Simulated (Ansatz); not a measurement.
# CdTe (F-43m) in Ansatz: reference runs

How does CdTe come out in PBE? The cell is run as given and disturbed.

All numbers are computed with Ansatz 0.2.0; they aren't measurements. Logs are shortened: lines on timing, memory, paths and dates and some standing lists are left out, and cuts for length are marked.

**Experimental background.**

A printed reference work, data compilation reports, for a bulk crystal of CdTe at 0 K: band gap 1.607 eV.

How close the calculation comes is told below.

### 1 The crystal as given

The structure is cubic, space group F-43m (No. 216). The conventional cell has a = 6.410 Å, b = 6.410 Å, c = 6.410 Å, α = 90.00°, β = 90.00°, γ = 90.00°. Te (site symmetry -43m) has 4 Cd at 2.78 Å as nearest neighbours. Cd (site symmetry -43m) is surrounded by 4 Te at 2.78 Å.

### 2 Single point, PBE

The input, input.yaml:

```yaml
crystal:
  lattice:
    - [0.0, 3.205, 3.205]
    - [3.205, 0.0, 3.205]
    - [3.205, 3.205, 0.0]
  atoms:
    - { symbol: Te, position: [0.75, 0.75, 0.75] }
    - { symbol: Cd, position: [0.0, 0.0, 0.0] }
hamiltonian:
  xc: pbe
  pseudopotentials: { kind: paw }
kpoints:
  mp_grid: { grid: [7, 7, 7] }
scf:
  occupations: { method: fermi_dirac, width: 0.05 }
output:
  forces: true
  stress: true
  eigenvalues: true
  write_density: true
  write_potential: true
  elf: true
  volumetric_format: npy
```

Potentials or basis: Ansatz PAW.

Launch:

```sh
$ ansatz run input.yaml --threads 1 --pin off --max-ram 2560MiB --backend cpu --events-out ev --progress --plain --runs-dir out
```

The program printed:

```text
Warning: RAYON_NUM_THREADS=1 ignored (pool sized by the plan → 1); use --threads N
Engine: ansatz 0.2.0, aarch64-unknown-linux-gnu
Pseudopotentials: kind: paw
Pseudopotential: Te, paw, valence charge 16, recommended cutoff 420 eV (normal), Te.paw.azcp
Pseudopotential: Cd, paw, valence charge 20, recommended cutoff 420 eV (normal), Cd.paw.azcp
Functional definition: PBE
  parameter kappa = 0.804
  parameter beta = 0.06672455060314922
  exchange = pbe_x(kappa = kappa, mu = beta*pi^2/3)
  correlation = pbe_c(beta = beta)
Crystal: 2 atoms, lattice volume = 65.844 Å³
Basis set: ecut = 420 eV, 1243 PW (Γ), exchange–correlation on 64×64×64 points (8 copies of the dense FFT grid, shifted against one another)
Bands: 22, of which v1, the nominal top of the filled ones, is band 18 counted from 1 (17 counted from 0)
Symmetry: 24 space group operations
Space group: F-43m (ITA 216), of the structure as read, at distance tolerance 4.0e-5 Å
k-points: 20 of 343 (time reversal used)
Non-local potential: Te, projectors of the file, l = 0: 2, l = 1: 2, l = 2: 2, l = 3: 2
Non-local potential: Cd, projectors of the file, l = 0: 3, l = 1: 2, l = 2: 2, l = 3: 1
PAW form: soft (Blöchl's): semilocal exchange-correlation on the pseudo side does not see the compensation charge
PAW one-centre angular grid: Te, 590 points (default); XC on 64 Gauss nodes
PAW one-centre angular grid: Cd, 590 points (default); XC on 64 Gauss nodes
Initial density: superposition of atomic densities (neutral atoms: chi_scale 0, normalization atom), corrected by the library's trained network
Initial wavefunctions: pseudopotential atomic-orbital guess
Functional: x = pbe(κ = 0.804, μ = 0.2195149727645171), c = pbe(β = 0.06672455060314922)
SCF iter   1: F=—  HF=-15235.257785 eV  |F-HF|=—  |Δ(HF+E_count)|=         —  Δρ=1.37e-3  dr2=2.98e-3  ethr=1.77e-3  ⟨swp⟩=6.1  Hψ=2092  notcnv=0
preconditioner: auto → none  [insulator: Δε(μ)=0.855 eV  Ē_g=11.552 eV  σ=0.050 eV  W_gap=1.00  n_scr=14 (ndim 8)  ℏωp=19.4 eV  f_vac=0.179  D(μ)=0.00/eV (n_scr^D=0)  ε∞_Penn≈3.8]
SCF iter   2: F=—  HF=-15235.257155 eV  |F-HF|=—  |Δ(HF+E_count)|=   6.30e-4  Δρ=5.40e-4  dr2=1.98e-4  ethr=8.29e-6  ⟨swp⟩=2.0  Hψ=824  notcnv=0
SCF iter   3: F=—  HF=-15235.257203 eV  |F-HF|=—  |Δ(HF+E_count)|=   4.81e-5  Δρ=2.08e-4  dr2=2.99e-5  ethr=5.51e-7  ⟨swp⟩=2.9  Hψ=788  notcnv=0
SCF iter   4: F=—  HF=-15235.257223 eV  |F-HF|=—  |Δ(HF+E_count)|=   1.99e-5  Δρ=6.90e-5  dr2=2.93e-6  ethr=8.30e-8  ⟨swp⟩=2.0  Hψ=616  notcnv=0
SCF iter   5: F=—  HF=-15235.257232 eV  |F-HF|=—  |Δ(HF+E_count)|=   8.88e-6  Δρ=1.59e-5  dr2=1.13e-7  ethr=8.13e-9  ⟨swp⟩=2.0  Hψ=623  notcnv=0
SCF iter   6: F=-15235.257232 eV  HF=-15235.257232 eV  |F-HF|=2.09e-9  |Δ(HF+E_count)|=   4.85e-7  Δρ=1.84e-6  dr2=1.29e-9  ethr=2.78e-10  ⟨swp⟩=11.5  Hψ=3058  notcnv=0
SCF 1 converged in 6 iterations: F = -15235.257232 eV  dr2 = 1.29e-9
SCF converged after 6 iterations
Free energy (F): -15235.257232 eV
Harris-Foulkes:  -15235.257232 eV  (|F-HF|=2.09e-9)
Internal energy: -15235.257231 eV  (E = F + TS)
E sigma→0 (E₀):  -15235.257232 eV
Entropy (-TS):   -0.000002 eV (-0.001 meV/atom)
Fermi energy:    8.406608 eV
--- Per-component energies (eV) ---
  E_band       = -775.989344
  E_kinetic    = 686.481078
  E_local      = -5346.869103  (includes V_loc(G=0)·N_el)
  E_nonlocal   = -276.798412
  E_hartree    = 2704.016474
  E_xc         = -301.589988
  E_vxc        = -326.551999  (∫ρ·V_xc dr)
  E_paw        = -8745.751774  (= ΣΔE_a)
  E_vpaw       = -920.285175  (= ΣTr[D̂ρ^β])
  E_aug_tail   = -0.000205  (compensation charges beyond the density's cutoff)
  E_ewald      = -3954.745301
  E_smearing   = -0.000002  (= −TS)
  E_closure    = 0.000000  (closes the sum)
  Σ components = -15235.257232   (vs F -15235.257232, Δ=0.00e0)
--- Forces (eV/Å), atoms counted from 1 ---
  atom   1  Te     0.00000000     0.00000000     0.00000000
  atom   2  Cd    -0.00000000     0.00000000    -0.00000000
  max |Σ_I F_I| component: 1.02e-16 eV/Å
--- Stress (GPa, compression-positive) ---
        4.243187      -0.000000      -0.000000
        0.000000       4.243187       0.000000
       -0.000000       0.000000       4.243187
  P = ⅓ Tr σ = 4.2432 GPa (42.432 kbar)
--- Band table (eV; the first three rows and the last of 20) ---
  k-point 0: bands = ["-94.2604", "-55.3235", "-55.3235", "-55.3235", "-28.1557", "-28.1557", "-28.1557", "-28.1464", "-28.1464", "-3.4288", "-0.4575", "-0.4575", "-0.4575", "-0.1710", "-0.1710", "7.9393", "7.9393", "7.9393", "8.8121", "12.5347", "12.5347", "12.5347"]
  k-point 1: bands = ["-94.2604", "-55.3235", "-55.3235", "-55.3235", "-28.1557", "-28.1556", "-28.1556", "-28.1463", "-28.1463", "-3.3478", "-0.4419", "-0.4419", "-0.3952", "-0.1723", "-0.1723", "6.4680", "7.7526", "7.7526", "9.7778", "12.5833", "12.8122", "12.8122"]
  k-point 2: bands = ["-94.2604", "-55.3236", "-55.3235", "-55.3235", "-28.1558", "-28.1555", "-28.1555", "-28.1463", "-28.1463", "-3.1651", "-0.4104", "-0.4104", "-0.1785", "-0.1704", "-0.1704", "4.7229", "7.3950", "7.3950", "9.9649", "13.1542", "13.1542", "13.7571"]
  k-point 19: bands = ["-94.2604", "-55.3236", "-55.3235", "-55.3235", "-28.1558", "-28.1555", "-28.1550", "-28.1463", "-28.1460", "-2.8814", "-0.3316", "-0.3155", "-0.2057", "-0.1683", "0.4248", "3.6112", "5.2845", "6.0113", "11.6631", "12.7962", "13.9008", "14.6953"]
```

Wall time 3.5 s (1 thread of Arm Neoverse V2, shared host); peak memory 0.32 GiB.

Results:

```yaml
Free_energy: -15235.2572 eV
Pressure: 4.2 GPa
Band_gap_on_the_k_mesh: 0.87 eV, direct
```

Levels at points of the mesh, in eV from the valence-band top:
```
           k point  band 14  band 15  band 16  band 17  band 18  band 19  band 20  band 21  band 22
(0.00, 0.00, 0.00)    -8.11    -8.11     0.00     0.00     0.00     0.87     4.60     4.60     4.60
```

Caveat: odd divisions of the mesh miss points on the zone boundary, where band edges often lie, so the gap on the mesh can be too wide; spin-orbit coupling is left out, which moves the levels of the heavy elements.

### 3 Single point, PBE (atoms moved at random, drawn with an rms of 0.05 Å)

The input, input.yaml:

```yaml
crystal:
  lattice:
    - [0.0, 3.205, 3.205]
    - [3.205, 0.0, 3.205]
    - [3.205, 3.205, 0.0]
  atoms:
    - { symbol: Te, position: [0.743007, 0.741067, 0.751059] }
    - { symbol: Cd, position: [0.004946, 0.00178, -0.007611] }
hamiltonian:
  xc: pbe
  pseudopotentials: { kind: paw }
kpoints:
  mp_grid: { grid: [7, 7, 7] }
scf:
  occupations: { method: fermi_dirac, width: 0.05 }
output:
  forces: true
  stress: true
  eigenvalues: true
```

Potentials or basis: Ansatz PAW.

Launch:

```sh
$ ansatz run input.yaml --threads 1 --pin off --max-ram 2560MiB --backend cpu --events-out ev --progress --plain --runs-dir out
```

It took 19 s on 1 thread of Arm Neoverse V2, shared host; peak memory 0.51 GiB.

The run converged. Its results:

```yaml
Free_energy: -15235.2432 eV
Pressure: 4.3 GPa
Largest_force: 0.381 eV/Å
Band_gap_on_the_k_mesh: 0.83 eV, direct
```

Forces in eV/Å, atoms in the order of the input:
```
Te   0.021  0.047  0.377
Cd  -0.021 -0.047 -0.377
```

Stress tensor (GPa, compression positive):
```
 4.38 -1.38 -0.18
-1.38  4.37 -0.09
-0.18 -0.09  4.26
```

Levels at points of the mesh, in eV from the valence-band top:
```csv
k point,band 15,band 16,band 17,band 18,band 19,band 20,band 21,band 22
"(0.00, 0.00, 0.00)",-8.16,-0.11,-0.05,0.00,0.83,4.51,4.55,4.61
```

Caveat: odd divisions of the mesh miss points on the zone boundary, where band edges often lie, so the gap on the mesh can be too wide; spin-orbit coupling is left out, which moves the levels of the heavy elements.

### 4 How close it comes

Step 2. Measured gap of CdTe: 1.607 eV (0 K; a printed reference work, data compilation). This calculation gives 0.87 eV (-0.73 eV). Spin-orbit coupling on Cd, Te is left out. The value is that of PBE, without temperature or zero-point motion. Semilocal functionals fall short of measured gaps as a rule.
